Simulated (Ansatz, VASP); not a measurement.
**Ce: VASP beside Ansatz**

```
Ce
1.0
     0.00000    2.29617    2.29617
     2.29617    0.00000    2.29617
     2.29617    2.29617    0.00000
Ce
1
Direct
  0.00000 0.00000 0.00000
```

Alike in both runs: functional PBEsol; k mesh 11 × 11 × 11; occupations fermi-dirac, width 0.1 eV; no spin polarisation.

Ansatz relaxed the structure, and its values are those at the end. VASP's run is a single point on that final structure, the one shown.

```csv
,VASP,Ansatz
version,VASP 6.6.1,Ansatz 0.2.0
potentials or method,"VASP PAW PBE potentials, release 64 (Ce)","plane waves (420 eV) with PAW, scalar-relativistic"
plane-wave cutoff (eV),520,420
valence electrons in the cell,12,12
```

|  | VASP | Ansatz | Ansatz less VASP |
| --- | --- | --- | --- |
| pressure (GPa) | -0.2 | 0.0 | +0.17 |

Ansatz warned: «pseudo_functional_mismatch».

Caveats: the PAW data sets were made with another functional, which shifts forces and pressure a little (VASP). The runs have no spin-orbit coupling, so splittings on Ce are missing. Spin polarisation is off, so any magnetic state and its effect on volume and gap are missing.
